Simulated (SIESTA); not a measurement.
Ag:

```
Ag
1.0
     0.00000    2.04275    2.04275
     2.04275    0.00000    2.04275
     2.04275    2.04275    0.00000
Ag
1
Cartesian
  0.0000 0.0000 0.0000
```

Program: SIESTA 5.4.2. Alike in all runs: cell as given; smearing fermi-dirac 0.05 eV; grid cutoff 800 Ry. Hardware: 1 thread of Arm Neoverse V1 (shared host).

Order these runs on this cell by their wall time, lowest first.
A. task band structure; level LDA; potentials or basis PseudoDojo 0.4 standard (LDA files), DZP (energy shift 0.002 Ry); spin off; k mesh 11 × 11 × 11; energy shift 0.002 Ry
B. task band structure; level PBEsol; potentials or basis PseudoDojo 0.4 standard (PBEsol files, fully relativistic), TZP (energy shift 0.002 Ry); spin non-collinear, zero start, SOC; k mesh 8 × 8 × 8; energy shift 0.002 Ry
C. task density of states; level OLYP; potentials or basis PseudoDojo 0.4 standard (PBE files), DZ (energy shift 0.01 Ry); spin off; k mesh 11 × 11 × 11; broadening (eV) 0.2 eV; window from (eV) -10 eV; window to (eV) 5 eV; energy points 201; k mesh for the DOS 17 × 17 × 17; energy shift 0.01 Ry

C (9.7 s), A (25 s), B (96 s).

Caveats: the basis of atomic orbitals isn't converged, which shifts pressures, moduli and gaps; the basis has no polarisation orbitals (some runs).

Not every run made on this cell is shown here.
